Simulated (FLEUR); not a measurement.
# MgS (Niningerite): equation of state with SCAN

The system is MgS (Niningerite).

```xyz
2
Lattice="0.0000 2.6016 2.6016 2.6016 0.0000 2.6016 2.6016 2.6016 0.0000" Properties=species:S:1:pos:R:3 pbc="T T T"
S     2.6016    2.6016    2.6016
Mg    0.0000    0.0000    0.0000
```

- Program: FLEUR MaX-R8.1 (later development tree)
- Task: equation of state
- Functional: SCAN
- Potentials or basis: all-electron
- Basis: FLAPW
- Kmax: 4.43 1/bohr
- k mesh: 9 × 9 × 9
- Occupations: fermi-dirac, width 0.05 eV
- Spin: no spin polarisation

```
Equilibrium volume : 17.54 Å³/atom
Bulk modulus       : 82 GPa
```

Energy against volume, from the lowest point:
```csv
volume (Å³/atom),energy (meV/atom)
16.553,15.31
16.905,6.21
17.609,0.00
18.314,8.43
18.666,17.07
```

Caveat: the meta-GGA is that of a development version, with a GGA for the radial functions and cores and without core tails.
